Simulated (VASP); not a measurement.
Write the native input for VASP 6.6.1 that does the following.

| Item | Value |
| --- | --- |
| Task | band structure |
| Functional | MS2 |
| Potentials or basis | VASP PAW PBE potentials, release 64 (Pt, S) |
| Cutoff | 520 eV |
| k mesh | 9 × 9 × 5 |
| Occupations | fermi-dirac, width 0.05 eV |
| Spin | no spin polarisation |
| Further INCAR settings | ALGO = Normal; EDIFF = 1e-06; NBANDS = 18 |

The structure of PtS2 lies in POSCAR:

```
PtS2
1.0
    3.5432000000      0.0000000000      0.0000000000
   -1.7716000000      3.0685012107      0.0000000000
    0.0000000000      0.0000000000      5.0388000000
Pt S
1 2
Direct
    0.0000000000      0.0000000000      0.0000000000
    0.6666666667      0.3333333333      0.7730000000
    0.3333333333      0.6666666667      0.2270000000
```

The input as run:

INCAR

```
  PREC = Accurate
  ENCUT = 520
  EDIFF = 1E-6
  ISMEAR = -1
  SIGMA = 0.05
  LREAL = F
  LASPH = T
  NELM = 80
  ALGO = Normal
  ISIF = 2
  LWAVE = F
  LCHARG = F
  LMAXMIX = 4
  METAGGA = MS2
  LMIXTAU = T
  NBANDS = 18
```

KPOINTS

```
Automatic mesh
0
Gamma
  9 9 5
```

KPOINTS_OPT

```
path GMKGALHA,LM,KH
15
line-mode
reciprocal
 0.0000000000  0.0000000000  0.0000000000  G
 0.5000000000  0.0000000000  0.0000000000  M

 0.5000000000  0.0000000000  0.0000000000  M
 0.3333333333  0.3333333333  0.0000000000  K

 0.3333333333  0.3333333333  0.0000000000  K
 0.0000000000  0.0000000000  0.0000000000  G

 0.0000000000  0.0000000000  0.0000000000  G
 0.0000000000  0.0000000000  0.5000000000  A

 0.0000000000  0.0000000000  0.5000000000  A
 0.5000000000  0.0000000000  0.5000000000  L

 0.5000000000  0.0000000000  0.5000000000  L
 0.3333333333  0.3333333333  0.5000000000  H

 0.3333333333  0.3333333333  0.5000000000  H
 0.0000000000  0.0000000000  0.5000000000  A

 0.5000000000  0.0000000000  0.5000000000  L
 0.5000000000  0.0000000000  0.0000000000  M

 0.3333333333  0.3333333333  0.0000000000  K
 0.3333333333  0.3333333333  0.5000000000  H
```

Potentials or basis: VASP PAW PBE potentials, release 64 (Pt, S).

Command:

```bash
$ cat potpaw_PBE.64/Pt/POTCAR potpaw_PBE.64/S/POTCAR > POTCAR
$ mpirun -np 1 vasp_std > vasp.out
```

Results of the run:

```json
{
 "Pressure": "7.2 GPa",
 "Largest force": "0.975 eV/Å",
 "Band gap on the k mesh": "1.29 eV, indirect (least direct gap 1.35 eV)",
 "Band gap along the path": "1.26 eV, indirect (least direct gap 1.85 eV)"
}
```

Caveat: the PAW data sets were made with another functional, which shifts forces and pressure a little; spin-orbit coupling is left out, which moves the levels of the heavy elements.

It took 2.9 min on 1 thread of Intel(R) Xeon(R) 6975P-C (Granite Rapids) (shared host), peak memory 0.22 GiB.
